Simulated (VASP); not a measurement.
PbSe (Clausthalite): single point with PBE

**The experiment to reproduce.**

A printed reference work, monograph reports, for a bulk crystal of PbSe at 300 K: band gap 0.28 eV (direct).

The system is PbSe (Clausthalite).

```xyz
2
Lattice="0.0000 3.0606 3.0606 3.0606 0.0000 3.0606 3.0606 3.0606 0.0000" Properties=species:S:1:pos:R:3 pbc="T T T"
Pb    0.0000    0.0000    0.0000
Se    3.0606    3.0606    3.0606
```

```yaml
Program: VASP 6.6.1
Task: single point
Functional: PBE
Potentials_or_basis: VASP PAW PBE potentials, release 64 (Pb_d, Se)
Cutoff: 520 eV
k_mesh: 8 × 8 × 8
Occupations: methfessel-paxton, width 0.1 eV
Spin: no spin polarisation
```

```json
{
 "Pressure": "2.4 GPa",
 "Band gap on the k mesh": "0.29 eV, direct"
}
```

Levels at points of the mesh, in eV from the valence-band top:
```
           k point  band 6  band 7  band 8  band 9  band 10  band 11  band 12  band 13  band 14  band 15
(0.00, 0.00, 0.00)  -13.59   -6.30   -1.88   -1.88    -1.88     4.71     4.71     4.71     6.52     6.52
(0.50, 0.00, 0.00)  -12.53   -8.80   -1.47   -1.47     0.00     0.29     1.70     1.70     8.55    10.15
(0.50, 0.50, 0.00)  -12.16   -7.38   -4.98   -3.24    -3.24     3.69     5.61     5.61     6.05    11.29
```

Wall time 13 s on 1 thread of AMD EPYC 9R45 96-Core Processor (Zen 5) (shared host), peak memory 0.16 GiB.

Measured gap of PbSe: 0.28 eV (direct; 300 K; a printed reference work, monograph). This calculation gives 0.29 eV (+0.01 eV). 2 values of this kind are on record (0.15 to 0.28 eV); this one was drawn at random. Spin-orbit coupling on Pb, Se is left out. The value is that of PBE on a finite k mesh, which can miss the band edges, without temperature or zero-point motion.

Caveat: spin-orbit coupling is left out, which moves the levels of the heavy elements.
